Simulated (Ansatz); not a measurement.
Input of an Ansatz 0.2.0 run:

The input input.yaml:

```yaml
crystal:
  lattice:
    - [0.0, 2.60165, 2.60165]
    - [2.60165, 0.0, 2.60165]
    - [2.60165, 2.60165, 0.0]
  atoms:
    - { symbol: S, position: [0.5, 0.5, 0.5] }
    - { symbol: Mg, position: [0.0, 0.0, 0.0] }
kpoints:
  mp_grid: { grid: [9, 9, 9] }
  band_path:
    path:
      - [0.0, 0.0, 0.0]
      - [0.5, 0.0, 0.5]
      - [0.5, 0.25, 0.75]
      - [0.375, 0.375, 0.75]
      - [0.0, 0.0, 0.0]
      - [0.5, 0.5, 0.5]
      - [0.625, 0.25, 0.625]
      - [0.5, 0.25, 0.75]
    npoints: 10
scf:
  occupations: { method: fermi_dirac, width: 0.05 }
hamiltonian:
  xc: lda
  pseudopotentials: { kind: all_electron, lapw: { basis_error: 0.001 } }
output:
  forces: true
  stress: true
  eigenvalues: true
```

Potentials or basis: all-electron LAPW, scalar-relativistic.

The run is started by

```sh
$ ansatz run input.yaml --threads 1 --pin off --max-ram 3072MiB --backend cpu --events-out ev --progress --plain --runs-dir out
```

Q: What does it give for the band gap on the k mesh?

A: 2.69 eV, indirect (least direct gap 3.48 eV).

Q: Predict the band gap along the path.

A: 2.56 eV, indirect (least direct gap 3.48 eV).

Q: What does it give for the pressure?

A: -3.3 GPa.

Levels at the corners of the path, in eV from the valence-band top:
| point | band 8 | band 9 | band 10 | band 11 | band 12 | band 13 | band 14 | band 15 | band 16 |
| --- | --- | --- | --- | --- | --- | --- | --- | --- | --- |
| Γ | -41.42 | -12.65 | 0.00 | 0.00 | 0.00 | 3.48 | 7.80 | 7.80 | 7.80 |
| X | -41.42 | -10.95 | -4.24 | -1.70 | -1.70 | 2.56 | 4.25 | 11.79 | 12.58 |
| W | -41.42 | -10.90 | -3.27 | -3.27 | -2.41 | 5.08 | 7.81 | 7.81 | 7.85 |
| K | -41.42 | -10.94 | -3.74 | -3.24 | -1.38 | 3.71 | 6.56 | 9.49 | 9.92 |
| Γ | -41.42 | -12.65 | 0.00 | 0.00 | 0.00 | 3.48 | 7.80 | 7.80 | 7.80 |
| L | -41.42 | -11.32 | -4.90 | -0.59 | -0.59 | 4.37 | 6.72 | 6.72 | 9.86 |
| U | -41.42 | -10.94 | -3.74 | -3.24 | -1.38 | 3.71 | 6.56 | 9.49 | 9.92 |
| W | -41.42 | -10.90 | -3.27 | -3.27 | -2.41 | 5.08 | 7.81 | 7.81 | 7.85 |

Caveat: the mesh misses the band edges, which the band path finds closer together. As with any semilocal functional, this LDA gap is likely too small.
